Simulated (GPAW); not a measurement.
Wanted: an ASE script for a GPAW 26.7.0 run.

* Task: single point
* Functional: PBEsol
* Potentials or basis: PAW data sets generated in the run's folder for this functional
* Cutoff: 600 eV
* Basis: pw
* k mesh: 11 × 11 × 11
* Occupations: gaussian, width 0.02 eV
* Spin: no spin polarisation
* Maxiter: 150

The structure of Ag lies in POSCAR:

```
Ag
1.0
   -1.6556540000      1.6556540000      1.6556540000
    1.6556540000     -1.6556540000      1.6556540000
    1.6556540000      1.6556540000     -1.6556540000
Ag
1
Direct
    0.0000000000      0.0000000000      0.0000000000
```

This isn't the form of Ag at room conditions, which is fcc.

The input as run:

run.py

```python
from ase.dft.bandgap import bandgap
from ase.io import read, write
from ase.units import GPa
from gpaw import GPAW, PW, setup_paths

setup_paths.insert(0, '.')

atoms = read('POSCAR')

calc = GPAW(mode=PW(600),
            xc='PBEsol',
            kpts={'size': (11, 11, 11), 'gamma': True},
            occupations={'name': 'methfessel-paxton', 'order': 0, 'width': 0.02},
            nbands=18,
            convergence={'density': 1e-05, 'energy': 1e-05},
            maxiter=150,
            txt='gpaw.txt')
atoms.calc = calc
energy = atoms.get_potential_energy()
forces = atoms.get_forces()
stress = atoms.get_stress()
calc.write('gs.gpw')
write('result.traj', atoms)
print(f'Energy: {energy:.6f} eV')
print('Forces (eV/A):')
print(forces.round(4))
print('Stress (GPa):', (stress / GPa).round(3))
print('Fermi level:', round(calc.get_fermi_level(), 4), 'eV')
print(f'Gap: {bandgap(calc)[0]:.4f} eV, direct: {bandgap(calc, direct=True)[0]:.4f} eV')
```

Potentials or basis: PAW data sets generated in the run's folder for this functional, pw.

Run with:

```console
$ gpaw-setup -f PBEsol Ag
$ OMP_NUM_THREADS=1 python run.py
```

Results of the run:

| Property | Result |
| --- | --- |
| Pressure | -7.2 GPa |
| Band gap on the k mesh | none (metal or under the smearing width) |

Wall time 40 s on 1 thread of AMD EPYC (Zen 3), with other jobs on the host, peak memory 0.14 GiB.
